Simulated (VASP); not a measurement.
A run of VASP 6.6.1 is set up as follows.

INCAR

```
SYSTEM = BN
ALGO = Fast
EDIFF = 1E-7
EDIFFG = -0.005
ENCUT = 600
GGA = PE
IBRION = 2
ISIF = 3
ISMEAR = 0
LASPH = .True.
LCHARG = .False.
LREAL = .False.
LWAVE = .False.
NELM = 100
NSW = 90
PREC = Accurate
SIGMA = 0.02
```

KPOINTS

```
k-points
0
Gamma
  12 12 12
  0 0 0
```

The input POSCAR:

```
BN
1.0
    0.0000000000      3.4953158300      2.1660912400
    1.2516321000      0.0000000000      2.1660912400
    1.2516321000      3.4953158300      0.0000000000
B N
1 1
Direct
    0.0000486500      0.0000486500      0.9999513500
    0.6666513400      0.6666513400      0.3333486600
```

Potentials or basis: VASP PAW PBE potentials, release 64 (B, N).

Command:

```bash
$ cat potpaw_PBE.64/B/POTCAR potpaw_PBE.64/N/POTCAR > POTCAR
$ mpirun -np 1 vasp_std > vasp.out
```

(1) What does it give for the band gap on the k mesh?

(2) Estimate the relaxed cell.

(3) Predict the space group after relaxing (to 0.05 Å).

(4) Predict the relaxed volume.

Answers

(1) 4.23 eV, indirect (least direct gap 4.57 eV).

(2) a = 4.508 Å, b = 2.512 Å, c = 4.144 Å, α = 81.28°, β = 33.42°, γ = 65.30°.

(3) Fmm2 (No. 42).

(4) 10.79 Å³/atom.
